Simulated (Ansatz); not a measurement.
# TiO2: random displacements

Aim: for TiO2, see what random moves of the atoms cost.

Computed with Ansatz 0.2.0 (DFT PBE+U, scalar-relativistic, plane waves, PAW, unless a step's input says otherwise).

2 further runs of the same task are left out: 2 set aside as unsound or not needed. Runs told in other sessions of the task aren't counted.

## 1. The structure to begin with

It takes space group P4_2/mnm (No. 136, tetragonal). The conventional cell has a = 4.640 Å, b = 4.640 Å, c = 3.006 Å, α = 90.00°, β = 90.00°, γ = 90.00°. Ti (site symmetry mmm) is surrounded by 6 O at 1.97 to 2.01 Å. O (site symmetry m2m) has 3 Ti at 1.97 to 2.01 Å in its first shell of neighbours.

Structure file:

```xyz
6
Lattice="4.6404 0.0000 0.0000 0.0000 4.6404 0.0000 0.0000 0.0000 3.0064" Properties=species:S:1:pos:R:3 pbc="T T T"
Ti    0.0000    0.0000    0.0000
Ti    2.3202    2.3202    1.5032
O     1.4183    1.4183    0.0000
O     0.9019    3.7385    1.5032
O     3.2221    3.2221    0.0000
O     3.7385    0.9019    1.5032
```

This cell was relaxed beforehand with the same method: volume 10.79 Å³/atom, gap on the mesh 2.26 eV.

## 2. Zero of energy

Reference values: F = -7270.7532 eV; pressure -0.01 GPa; largest force 0.000 eV/Å; gap on the mesh 2.26 eV. It was computed beforehand with the settings of the runs below.

## 3. The scan: random displacements

All atoms are moved at random with no net shift, in some cells together with a random strain.

## 4. rms move = 0.043 Å

The input, input.yaml:

```yaml
crystal:
  lattice:
    - [4.640382416, 0.0, 0.0]
    - [0.0, 4.640382416, 0.0]
    - [0.0, 0.0, 3.0063836354]
  atoms:
    - { symbol: Ti, position: [-0.0030684435, 0.0007955093, -0.0090673139] }
    - { symbol: Ti, position: [0.4998297858, 0.4961375444, 0.4967467842] }
    - { symbol: O, position: [0.3029363092, 0.2990487244, 0.0189313898] }
    - { symbol: O, position: [0.1971014653, 0.8024343478, 0.4955723195] }
    - { symbol: O, position: [0.6958759012, 0.6932649621, -0.0053499563] }
    - { symbol: O, position: [0.807324982, 0.208318912, 0.5031667766] }
basis:
  ecutwfc: 420
kpoints:
  mp_grid: { grid: [6, 6, 10] }
hamiltonian:
  xc: pbe
  hubbard: { sites: [{ species: Ti, l: d, u_eff: 4.0 }] }
scf:
  occupations: { method: gaussian, width: 0.05 }
output:
  forces: true
  stress: true
  eigenvalues: true
```

Command:

```console
ansatz run input.yaml --threads 2 --pin off --max-ram 5120MiB --backend cpu --events-out ev --progress --plain --runs-dir out
```

Standard output (excerpt; [...] marks lines left out):

```text
Warning: RAYON_NUM_THREADS=2 ignored (pool sized by the plan → 2); use --threads N
Ti: projections on atomic orbitals take those of the free atom [Ne] 3s2 3p6 3d2 4s2, of charge +0.00 (hamiltonian.pseudopotentials.projection_atoms); the dataset's partial waves leave at most 4.1e-7 of an orbital's norm unspanned inside its sphere
O: projections on atomic orbitals take those of the free atom [He] 2s2 2p4, of charge +0.00 (hamiltonian.pseudopotentials.projection_atoms); the dataset's partial waves leave at most 1.9e-8 of an orbital's norm unspanned inside its sphere
[...]
Pseudopotentials: kind: paw
Pseudopotential: Ti, paw, valence charge 12, recommended cutoff 420 eV (normal), Ti.paw.azcp
Pseudopotential: O, paw, valence charge 6, recommended cutoff 420 eV (normal), O.paw.azcp
Functional definition: PBE
[...]
Crystal: 6 atoms, lattice volume = 64.737 Å³
Basis set: ecut = 420 eV, 1243 PW (Γ), exchange–correlation on 64×64×48 points (8 copies of the dense FFT grid, shifted against one another)
Bands: 30, of which v1, the nominal top of the filled ones, is band 24 counted from 1 (23 counted from 0)
Symmetry: 1 space group operations
Space group: P1 (ITA 1), of the structure as read, at distance tolerance 4.0e-5 Å
k-points: 184 of 360 (time reversal used)
[...]
SCF iter   1: F=—  HF=-7271.309674 eV  |F-HF|=—  |Δ(HF+E_count)|=         —  Δρ=9.29e-2  dr2=5.91e0  ethr=3.10e-3  ⟨swp⟩=4.8  Hψ=21817  notcnv=0
[...]
SCF iter  11: F=-7270.693447 eV  HF=-7270.693447 eV  |F-HF|=5.45e-8  |Δ(HF+E_count)|=   1.21e-7  Δρ=1.12e-5  dr2=9.31e-8  ethr=2.08e-10  ⟨swp⟩=10.6  Hψ=24151  notcnv=0
[...]
SCF converged after 11 iterations
Free energy (F): -7270.693447 eV
[...]
E sigma→0 (E₀):  -7270.693447 eV
Fermi energy:    10.095748 eV
[...]
--- Forces (eV/Å), atoms counted from 1 ---
  atom   1  Ti     0.23676327    -0.25993444     0.05933078
  atom   2  Ti    -0.13765407     0.29169812     0.06616765
  atom   3  O      0.22359986     0.18759932    -0.52037554
  atom   4  O     -0.47599572     0.40210514     0.18695059
  atom   5  O     -0.13745099     0.14234442     0.26141918
  atom   6  O      0.29072183    -0.76380309    -0.05350087
[...]
--- Stress (GPa, compression-positive) ---
       -0.378191      -0.171764       1.017090
       -0.171764      -0.856825       0.546701
        1.017090       0.546701      -0.691056
  P = ⅓ Tr σ = -0.6420 GPa (-6.420 kbar)
--- Band table (eV; the first three rows and the last of 184) ---
[...]
Occupation matrices written to <dir>
```

Run time: 27 s. Hardware: 2 threads of Arm Neoverse V1, shared host; peak memory 0.77 GiB.

## 5. rms move = 0.049 Å

The input, input.yaml:

```yaml
crystal:
  lattice:
    - [4.640382416, 0.0, 0.0]
    - [0.0, 4.640382416, 0.0]
    - [0.0, 0.0, 3.0063836354]
  atoms:
    - { symbol: Ti, position: [-0.0112068096, -0.0065046732, 0.0092440653] }
    - { symbol: Ti, position: [0.498215729, 0.4977647435, 0.5058251188] }
    - { symbol: O, position: [0.3165460723, 0.3107793985, 0.0010539217] }
    - { symbol: O, position: [0.1912955366, 0.7981349123, 0.5044967375] }
    - { symbol: O, position: [0.6924005265, 0.7017715026, -0.0051467598] }
    - { symbol: O, position: [0.8127489453, 0.1980541163, 0.4845269165] }
basis:
  ecutwfc: 420
kpoints:
  mp_grid: { grid: [6, 6, 10] }
hamiltonian:
  xc: pbe
  hubbard: { sites: [{ species: Ti, l: d, u_eff: 4.0 }] }
scf:
  occupations: { method: gaussian, width: 0.05 }
output:
  forces: true
  stress: true
  eigenvalues: true
```

Command:

```console
ansatz run input.yaml --threads 2 --pin off --max-ram 5120MiB --backend cpu --events-out ev --progress --plain --runs-dir out
```

Standard output (excerpt; [...] marks lines left out):

```text
Warning: RAYON_NUM_THREADS=2 ignored (pool sized by the plan → 2); use --threads N
Ti: projections on atomic orbitals take those of the free atom [Ne] 3s2 3p6 3d2 4s2, of charge +0.00 (hamiltonian.pseudopotentials.projection_atoms); the dataset's partial waves leave at most 4.1e-7 of an orbital's norm unspanned inside its sphere
O: projections on atomic orbitals take those of the free atom [He] 2s2 2p4, of charge +0.00 (hamiltonian.pseudopotentials.projection_atoms); the dataset's partial waves leave at most 1.9e-8 of an orbital's norm unspanned inside its sphere
[...]
Pseudopotentials: kind: paw
Pseudopotential: Ti, paw, valence charge 12, recommended cutoff 420 eV (normal), Ti.paw.azcp
Pseudopotential: O, paw, valence charge 6, recommended cutoff 420 eV (normal), O.paw.azcp
Functional definition: PBE
[...]
Crystal: 6 atoms, lattice volume = 64.737 Å³
[...]
SCF iter  12: F=-7270.704777 eV  HF=-7270.704777 eV  |F-HF|=7.97e-9  |Δ(HF+E_count)|=   4.56e-8  Δρ=4.87e-6  dr2=1.33e-8  ethr=2.08e-10  ⟨swp⟩=9.6  Hψ=21741  notcnv=0
[...]
SCF converged after 12 iterations
Free energy (F): -7270.704777 eV
[...]
E sigma→0 (E₀):  -7270.704777 eV
Fermi energy:    10.123812 eV
[...]
--- Forces (eV/Å), atoms counted from 1 ---
  atom   1  Ti     0.59985976    -0.15395908    -0.19990841
  atom   2  Ti    -0.30871410     0.09275712    -0.09433471
  atom   3  O     -0.31666242    -0.47870221    -0.08600618
  atom   4  O     -0.08757885     0.34643464    -0.23838040
  atom   5  O      0.18382402     0.09184240     0.10891326
  atom   6  O     -0.07072345     0.10161708     0.50971384
[...]
--- Stress (GPa, compression-positive) ---
        1.605040       0.683612      -0.643146
        0.683612       0.954696       1.090328
       -0.643146       1.090328       1.239025
  P = ⅓ Tr σ = 1.2663 GPa (12.663 kbar)
--- Band table (eV; the first three rows and the last of 184) ---
[...]
Occupation matrices written to <dir>
```

It took 28 s on 2 threads of Arm Neoverse V1, shared host; peak memory 0.77 GiB.

## 6. At rms move = 0.046 Å

The input, input.yaml:

```yaml
crystal:
  lattice:
    - [4.8598748656, 0.1879884846, -0.0809680756]
    - [0.1879884846, 4.4966357159, 0.1419687842]
    - [-0.05245712, 0.0919778999, 3.0864305041]
  atoms:
    - { symbol: Ti, position: [0.001690713, 0.0026279947, -0.0095823785] }
    - { symbol: Ti, position: [0.4966345723, 0.5052976125, 0.5120143937] }
    - { symbol: O, position: [0.2995255076, 0.2897387335, 0.0035741454] }
    - { symbol: O, position: [0.1914954889, 0.8100928545, 0.4966705276] }
    - { symbol: O, position: [0.7011480732, 0.7012085215, -0.0018336649] }
    - { symbol: O, position: [0.8095056451, 0.1910342833, 0.4991569767] }
basis:
  ecutwfc: 420
kpoints:
  mp_grid: { grid: [6, 6, 10] }
hamiltonian:
  xc: pbe
  hubbard: { sites: [{ species: Ti, l: d, u_eff: 4.0 }] }
scf:
  occupations: { method: gaussian, width: 0.05 }
output:
  forces: true
  stress: true
  eigenvalues: true
```

Command:

```console
ansatz run input.yaml --threads 2 --pin off --max-ram 5120MiB --backend cpu --events-out ev --progress --plain --runs-dir out
```

Standard output (excerpt; [...] marks lines left out):

```text
Warning: RAYON_NUM_THREADS=2 ignored (pool sized by the plan → 2); use --threads N
Ti: projections on atomic orbitals take those of the free atom [Ne] 3s2 3p6 3d2 4s2, of charge +0.00 (hamiltonian.pseudopotentials.projection_atoms); the dataset's partial waves leave at most 4.1e-7 of an orbital's norm unspanned inside its sphere
O: projections on atomic orbitals take those of the free atom [He] 2s2 2p4, of charge +0.00 (hamiltonian.pseudopotentials.projection_atoms); the dataset's partial waves leave at most 1.9e-8 of an orbital's norm unspanned inside its sphere
[...]
Pseudopotentials: kind: paw
Pseudopotential: Ti, paw, valence charge 12, recommended cutoff 420 eV (normal), Ti.paw.azcp
Pseudopotential: O, paw, valence charge 6, recommended cutoff 420 eV (normal), O.paw.azcp
Functional definition: PBE
[...]
Crystal: 6 atoms, lattice volume = 67.254 Å³
[...]
SCF iter  12: F=-7270.076571 eV  HF=-7270.076571 eV  |F-HF|=9.50e-9  |Δ(HF+E_count)|=   6.80e-8  Δρ=5.91e-6  dr2=2.22e-8  ethr=2.08e-10  ⟨swp⟩=10.6  Hψ=22565  notcnv=0
[...]
SCF converged after 12 iterations
Free energy (F): -7270.076571 eV
[...]
E sigma→0 (E₀):  -7270.076571 eV
Fermi energy:    9.475539 eV
[...]
--- Forces (eV/Å), atoms counted from 1 ---
  atom   1  Ti    -0.13181673     0.19488534     0.07087628
  atom   2  Ti     0.37998703    -0.22848248     0.16090981
  atom   3  O      0.93829705     1.06684184    -0.18168483
  atom   4  O      0.53057851    -0.80861061     0.61388492
  atom   5  O     -1.13237622    -0.85981956    -0.09413392
  atom   6  O     -0.58466645     0.63517880    -0.56983780
[...]
--- Stress (GPa, compression-positive) ---
      -10.314917     -14.784938       5.230432
      -14.784938      -1.107278      -8.117969
        5.230432      -8.117969      -9.404300
  P = ⅓ Tr σ = -6.9422 GPa (-69.422 kbar)
--- Band table (eV; the first three rows and the last of 184) ---
[...]
Occupation matrices written to <dir>
```

Run time: 30 s. Hardware: 2 threads of Arm Neoverse V1, shared host; peak memory 0.78 GiB.

## 7. At rms move = 0.107 Å

The input, input.yaml:

```yaml
crystal:
  lattice:
    - [4.56064244, 0.0113771617, 0.0365351375]
    - [0.0113771617, 4.6480897311, 0.0174693781]
    - [0.0236701698, 0.0113179578, 3.0116473184]
  atoms:
    - { symbol: Ti, position: [-0.0040149373, -0.0103863788, -0.0064335425] }
    - { symbol: Ti, position: [0.4970118362, 0.5065404211, 0.4622009972] }
    - { symbol: O, position: [0.3286269727, 0.2966258887, 0.020515058] }
    - { symbol: O, position: [0.1759876815, 0.8264628896, 0.486671092] }
    - { symbol: O, position: [0.7022464195, 0.6779044172, 0.0121734479] }
    - { symbol: O, position: [0.8001420275, 0.2028527623, 0.5248729474] }
basis:
  ecutwfc: 420
kpoints:
  mp_grid: { grid: [6, 6, 10] }
hamiltonian:
  xc: pbe
  hubbard: { sites: [{ species: Ti, l: d, u_eff: 4.0 }] }
scf:
  occupations: { method: gaussian, width: 0.05 }
output:
  forces: true
  stress: true
  eigenvalues: true
```

Command:

```console
ansatz run input.yaml --threads 2 --pin off --max-ram 5120MiB --backend cpu --events-out ev --progress --plain --runs-dir out
```

Standard output (excerpt; [...] marks lines left out):

```text
Warning: RAYON_NUM_THREADS=2 ignored (pool sized by the plan → 2); use --threads N
Ti: projections on atomic orbitals take those of the free atom [Ne] 3s2 3p6 3d2 4s2, of charge +0.00 (hamiltonian.pseudopotentials.projection_atoms); the dataset's partial waves leave at most 4.1e-7 of an orbital's norm unspanned inside its sphere
O: projections on atomic orbitals take those of the free atom [He] 2s2 2p4, of charge +0.00 (hamiltonian.pseudopotentials.projection_atoms); the dataset's partial waves leave at most 1.9e-8 of an orbital's norm unspanned inside its sphere
[...]
Pseudopotentials: kind: paw
Pseudopotential: Ti, paw, valence charge 12, recommended cutoff 420 eV (normal), Ti.paw.azcp
Pseudopotential: O, paw, valence charge 6, recommended cutoff 420 eV (normal), O.paw.azcp
Functional definition: PBE
[...]
Crystal: 6 atoms, lattice volume = 63.836 Å³
[...]
SCF iter  12: F=-7270.296047 eV  HF=-7270.296047 eV  |F-HF|=8.09e-10  |Δ(HF+E_count)|=   6.39e-9  Δρ=3.46e-6  dr2=6.06e-9  ethr=2.08e-10  ⟨swp⟩=4.2  Hψ=17866  notcnv=0
[...]
SCF converged after 12 iterations
Free energy (F): -7270.296047 eV
[...]
E sigma→0 (E₀):  -7270.296047 eV
Fermi energy:    10.438984 eV
[...]
--- Forces (eV/Å), atoms counted from 1 ---
  atom   1  Ti    -0.85594944     1.78276797    -0.10304269
  atom   2  Ti    -0.05932559    -1.37537829     1.18595523
  atom   3  O     -1.35029356    -0.00151376    -0.52979406
  atom   4  O      1.59428378    -1.64232092     0.69078156
  atom   5  O      0.47252705     1.43567959    -0.81630699
  atom   6  O      0.19876663    -0.19921380    -0.42758834
[...]
--- Stress (GPa, compression-positive) ---
        9.168372       0.419998      -1.534937
        0.419997       5.922132      -2.490074
       -1.534937      -2.490074       9.441071
  P = ⅓ Tr σ = 8.1772 GPa (81.772 kbar)
--- Band table (eV; the first three rows and the last of 184) ---
[...]
Occupation matrices written to <dir>
```

Wall time 29 s (2 threads of Arm Neoverse V1, shared host); peak memory 0.76 GiB.

## 8. rms move = 0.371 Å

The input, input.yaml:

```yaml
crystal:
  lattice:
    - [4.1647490745, 0.0128129172, -0.0962719478]
    - [0.0128129172, 4.5712062743, -0.263042019]
    - [-0.0623721027, -0.1704181144, 2.9477009159]
  atoms:
    - { symbol: Ti, position: [-0.016870328, 0.0357582192, 0.0842924146] }
    - { symbol: Ti, position: [0.4445048061, 0.4758813409, 0.4346021467] }
    - { symbol: O, position: [0.4304097042, 0.3072723028, 0.0670894084] }
    - { symbol: O, position: [0.1863978604, 0.7531271658, 0.4799782045] }
    - { symbol: O, position: [0.6775137521, 0.667233157, -0.0637384301] }
    - { symbol: O, position: [0.7780442052, 0.2607278143, 0.4977762559] }
basis:
  ecutwfc: 420
kpoints:
  mp_grid: { grid: [6, 6, 10] }
hamiltonian:
  xc: pbe
  hubbard: { sites: [{ species: Ti, l: d, u_eff: 4.0 }] }
scf:
  occupations: { method: gaussian, width: 0.05 }
output:
  forces: true
  stress: true
  eigenvalues: true
```

Command:

```console
ansatz run input.yaml --threads 2 --pin off --max-ram 5120MiB --backend cpu --events-out ev --progress --plain --runs-dir out
```

Standard output (excerpt; [...] marks lines left out):

```text
[...]
SCF converged after 14 iterations
Free energy (F): -7253.940252 eV
[...]
E sigma→0 (E₀):  -7253.940252 eV
Fermi energy:    12.858072 eV
[...]
--- Forces (eV/Å), atoms counted from 1 ---
  atom   1  Ti    -1.19447644    -6.41401788    -1.99656545
  atom   2  Ti     0.84998922    27.36159411    37.72124544
  atom   3  O     -8.40762044   -30.95485084   -42.83937566
  atom   4  O     -6.99305870     9.97048154    -0.07051959
  atom   5  O      4.59042433     7.04756005     3.82915003
  atom   6  O     11.15485641    -7.01067247     3.35619204
[...]
--- Stress (GPa, compression-positive) ---
       80.188518     -31.372876      18.561343
      -31.372869     103.913738      95.174897
       18.561350      95.174901     173.470502
  P = ⅓ Tr σ = 119.1909 GPa (1191.909 kbar)
--- Band table (eV; the first three rows and the last of 184) ---
[...]
Occupation matrices written to <dir>
```

Run time: 32 s. Hardware: 2 threads of Arm Neoverse V1, shared host; peak memory 0.81 GiB.

## 9. The scan collected

The scan, with free energies counted from the undisturbed cell:

```csv
rms move (Å),ΔE (meV/atom),largest force (eV/Å),shortest distance (Å),pressure (GPa),gap on the mesh (eV)
0.000,0.0,0.00,1.97,0.0,2.26
0.043,10.0,0.82,1.93,-0.6,2.12
0.046,112.8,1.43,1.88,-6.9,1.91
0.049,8.1,0.65,1.90,1.3,2.33
0.107,76.2,2.39,1.82,8.2,2.42
0.371,2802.2,53.52,1.26,119.2,1.11
```

## 10. What came out

```
      quantity                                      value
costliest cell  2802.2 meV/atom at an rms move of 0.371 Å
```

In words: The cost runs from 8.1 to 2802.2 meV/atom. Energy over the square of the rms move lies between 3.3 and 52.6 eV/Å² per atom; a harmonic solid under isotropic random moves would keep it roughly constant, while strain and close contacts change it. The gap on the mesh stays between 1.11 and 2.42 eV. Where forces pass 15 eV/Å atoms stand far too close, the PAW spheres overlap strongly and those numbers are rough.
